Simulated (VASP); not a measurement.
Here is a VASP 6.6.1 calculation.

Contents of INCAR:

```
PREC = Accurate
ENCUT = 600
EDIFF = 1E-6
ISMEAR = -1
SIGMA = 0.05
LREAL = F
LASPH = T
NELM = 60
ALGO = Normal
ISIF = 3
LWAVE = F
LCHARG = F
GGA = B5
ALDAX = 1.0
AGGAX = 1.0
AGGAC = 1.0
ALDAC = 0.0
IVDW = 11
VDW_S6 = 1.0
VDW_S8 = 1.682
VDW_SR = 1.094
VDW_SR8 = 1.0
IBRION = 2
NSW = 40
EDIFFG = -0.005
```

File KPOINTS:

```
regular mesh
0
Gamma
  12 12 4
```

POSCAR

```
C
1.0
    2.5221000000      0.0000000000      0.0000000000
   -1.2610500000      2.1842026709      0.0000000000
    0.0000000000      0.0000000000      8.2371000000
C
8
Direct
    0.6666666667      0.3333333333      0.8437500000
    0.3333333333      0.6666666667      0.3437500000
    0.6666666667      0.3333333333      0.6562500000
    0.3333333333      0.6666666667      0.1562500000
    0.0000000000      0.0000000000      0.9062500000
    0.0000000000      0.0000000000      0.4062500000
    0.0000000000      0.0000000000      0.5937500000
    0.0000000000      0.0000000000      0.0937500000
```

Potentials or basis: VASP PAW PBE potentials, release 64 (C).

The run is started by

```bash
$ cat potpaw_PBE.64/C/POTCAR > POTCAR
$ mpirun -np 1 vasp_std > vasp.out
```

(1) Predict the relaxed cell.

(2) Predict the relaxed volume.

(3) Estimate the dispersion energy per atom.

Answers

(1) a = 2.527 Å, b = 2.527 Å, c = 8.332 Å, α = 90.00°, β = 90.00°, γ = 120.00°.

(2) 5.76 Å³/atom.

(3) -0.183 eV.

Caveat: the PAW data sets were made with another functional, which shifts forces and pressure a little.
